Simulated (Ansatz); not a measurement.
# MnS (Rambergite): the cost of one run

Program: Ansatz 0.2.0. Level of theory: DFT PBE+U (U_eff = 3.9 eV on Mn 3d), scalar-relativistic, plane waves, PAW. These are calculated values, not measurements.

The COD entry's cell or inner coordinates are ideal or old and differ from later refinements, so a difference from it is no clean test against experiment.

These runs use a low cutoff (300 eV) and a coarse mesh on purpose, to show what cheap settings give: their numbers aren't properties of the material.

**1. The structure to begin with**

Symmetry: P6_3mc, No. 186, hexagonal system. The conventional cell has a = 3.976 Å, b = 3.976 Å, c = 6.432 Å, α = 90.00°, β = 90.00°, γ = 120.00°. Around Mn (site symmetry 3m) lie 4 S at 2.41 to 2.48 Å. S (site symmetry 3m) has 4 Mn at 2.41 to 2.48 Å as nearest neighbours.

As a file:

```xyz
4
Lattice="3.9760 0.0000 0.0000 -1.9880 3.4433 0.0000 0.0000 0.0000 6.4320" Properties=species:S:1:pos:R:3 pbc="T T T"
Mn    0.0000    2.2955    0.0000
Mn    1.9880    1.1478    3.2160
S     0.0000    2.2955    2.4763
S     1.9880    1.1478    5.6923
```

The moments start at Mn 5.00 μB.

**2. First run, at the start cell**

Contents of input.yaml:

```yaml
crystal:
  lattice:
    - [3.976, 0.0, 0.0]
    - [-1.988, 3.4433170054, 0.0]
    - [0.0, 0.0, 6.432]
  atoms:
    - { symbol: Mn, position: [0.3333333333, 0.6666666667, 0.0], spin: 5.0 }
    - { symbol: Mn, position: [0.6666666667, 0.3333333333, 0.5], spin: 5.0 }
    - { symbol: S, position: [0.3333333333, 0.6666666667, 0.385] }
    - { symbol: S, position: [0.6666666667, 0.3333333333, 0.885] }
basis:
  ecutwfc: 300
  ecutrho_ratio: 4
kpoints:
  mp_grid: { grid: [4, 4, 2] }
hamiltonian:
  xc: pbe
  hubbard: { sites: [{ species: Mn, l: d, u_eff: 3.9 }] }
scf:
  occupations: { method: gaussian, width: 0.05 }
output:
  forces: true
  stress: true
  eigenvalues: true
  populations: true
  hubbard: { sites: [{ species: Mn, l: d }] }
magnetization:
  spin_polarized: true
```

The run is started by

```sh
ansatz run input.yaml --threads 1 --pin off --max-ram 2560MiB --backend cpu --events-out ev --progress --plain --runs-dir out
```

Q: Estimate wall time and peak memory on 1 thread of Arm Neoverse V2, shared host.

About 4.3 s, with a peak of 0.32 GiB.
